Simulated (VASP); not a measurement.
Level of theory: PBEsol GGA, VASP's PBE PAW potentials (set 64) (plane waves; VASP).

Gaps are without spin-orbit coupling.

| Item | Value |
|---|---|
| volume per atom | 14.47 Å³/atom |
| band gap (over mesh and band path) | 0.50 eV |
| smallest direct gap (over mesh and band path) | 0.77 eV |

Question: Which relaxed crystal gives these values?
A. BaF2, Fm-3m (225)
B. LiCl, Fm-3m (225)
C. SrO, Fm-3m (225)
D. RuS2, Pa-3 (205)

Answer: D, RuS2, Pa-3 (205)
